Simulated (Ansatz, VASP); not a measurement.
**MgI2 in VASP and in Ansatz**

```
CELL_PARAMETERS angstrom
4.18464 0.00000 0.00000
-2.09232 3.62401 0.00000
0.00000 0.00000 7.76984
ATOMIC_POSITIONS crystal
Mg 0.00000 0.00000 0.00000
I 0.33333 0.66667 0.79355
I 0.66667 0.33333 0.20645
```

Alike in both runs: task single point; functional PBE; k mesh 6 × 6 × 4; occupations gaussian, width 0.05 eV; no spin polarisation.

|  | VASP | Ansatz |
| --- | --- | --- |
| version | VASP 6.6.1 | Ansatz 0.2.0 |
| potentials or method | VASP PAW PBE potentials, release 64 (Mg, I) | scalar-relativistic, plane waves, PAW |
| plane-wave cutoff (eV) | 520 | 520 |
| valence electrons in the cell | 16 | 44 |

VASP gave:

* gap on the k mesh at the Fermi level (eV): 3.74
* least direct gap on the mesh (eV): 3.92
* pressure (GPa): 1.2
* largest component of the traceless stress (GPa): 0.43
* rms of the force components (eV/Å): 0.180

Question: What did Ansatz give for the same quantities?

Answer: gap on the k mesh at the Fermi level (eV): 3.75; least direct gap on the mesh (eV): 3.94; pressure (GPa): 1.3; largest component of the traceless stress (GPa): 0.42; rms of the force components (eV/Å): 0.184.

Atom by atom the forces differ by 0.005 eV/Å (rms over components). The two sets of potentials don't hold the same shells in valence.

Caveats: spin-orbit coupling is left out, which moves the levels of the heavy elements; this functional lacks dispersion, which binds the layers, so the pressure and a relaxed spacing across them are unreliable. A k mesh can miss the band edges.
